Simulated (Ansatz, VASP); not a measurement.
N, level by level in two programs

```
N
1.0
     4.08406    0.00000    0.00000
     0.00000    4.08406    0.00000
     0.00000    0.00000    5.34591
N
4
Cartesian
  1.6511 2.4330 2.6730
  0.3909 0.3909 0.0000
  2.4330 1.6511 2.6730
  3.6931 3.6931 0.0000
```

Single points on this cell with VASP 6.6.1 and Ansatz 0.2.0. Each row is one pair of runs. Alike in all rows: spin: off; k mesh: 7 × 7 × 5; Ansatz's potentials, cutoff: Ansatz PAW, 420 eV.

| level | smearing | VASP's potentials, cutoff | gap on the k mesh at the Fermi level (eV), VASP | gap on the k mesh at the Fermi level (eV), Ansatz | least direct gap on the mesh (eV), VASP | least direct gap on the mesh (eV), Ansatz | pressure (GPa), VASP | pressure (GPa), Ansatz |
| --- | --- | --- | --- | --- | --- | --- | --- | --- |
| PBE | fermi-dirac, width 0.05 eV | VASP PAW PBE potentials, release 64 (N), 520 eV | 6.90 | 6.95 | 7.08 | 7.13 | 1.8 | -0.2 |
| RPBE | gaussian, width 0.02 eV | VASP PAW PBE potentials, release 64 (N_GW), 550 eV | ? | 7.03 | ? | 7.21 | ? | 1.1 |
| RPBE | gaussian, width 0.05 eV | VASP PAW PBE potentials, release 64 (N_h), 900 eV | 7.04 | 7.03 | 7.22 | 7.21 | - | - |
| PBEsol | gaussian, width 0.02 eV | VASP PAW PBE potentials, release 54 (N), 520 eV | 6.85 | 6.90 | 7.03 | 7.08 | 1.2 | -0.8 |

Q: Fill in what VASP gave in row 2.

A: gap on the k mesh at the Fermi level (eV): 6.99; least direct gap on the mesh (eV): 7.17; pressure (GPa): 1.9.

Caveats: the standard files for N, O and F lose accuracy on very short bonds (VASP); an odd mesh through Γ misses points on the zone boundary, where band edges often lie (VASP); forces of over 1 eV/Å show positions far from the minimum, so gaps and moduli don't describe the material at rest (VASP); the PAW data sets were made with another functional, which shifts forces and pressure a little (VASP); the cutoff is under 1.25 times the usual one of these potentials, so pressure, stress and relaxed cells hold a basis-set (Pulay) error (VASP); odd divisions of the mesh miss points on the zone boundary, where band edges often lie, so the gap on the mesh can be too wide (Ansatz); the pressure holds a Pulay correction of +0.4 GPa for the finite cutoff (Ansatz).
